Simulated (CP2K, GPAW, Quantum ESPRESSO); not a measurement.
**One calculation of PtS2, 3 ways**

```
Pt S
1.0
     3.54320    0.00000    0.00000
    -1.77160    3.06850    0.00000
     0.00000    0.00000    5.03880
Pt S
1 2
Direct
  0.00000 0.00000 0.00000
  0.66667 0.33333 0.77300
  0.33333 0.66667 0.22700
```

Alike in all runs: task single point; functional PBE; k mesh 9 × 9 × 5; occupations fermi-dirac, width 0.05 eV; no spin polarisation; no spin-orbit coupling. Pressure is positive in compression and, in plane waves, holds the error of the finite cutoff.

```csv
program and potentials,plane-wave cutoff (eV),notes,pressure (GPa),largest force (eV/Å)
"CP2K, POTENTIAL_UZH Pt GTH-PBE-q18, S GTH-PBE-q6; TZVP-MOLOPT-PBE-GTH basis",-,atomic basis; 10 valence electrons an atom on average,12.36,1.419
"GPAW, GPAW PAW data sets (gpaw-data 1.2.1)",600,9.33 valence electrons an atom on average,?,?
"Quantum ESPRESSO, SSSP 1.3 efficiency PBE",748,9.33 valence electrons an atom on average,11.36,1.246
```

Q: Estimate from the other rows what the run with GPAW, GPAW PAW data sets (gpaw-data 1.2.1) gave.

A: Pressure 11.75 GPa; largest force 1.292 eV/Å. The other rows, which needn't bracket it: pressure 11.36 to 12.36; largest force 1.246 to 1.419.
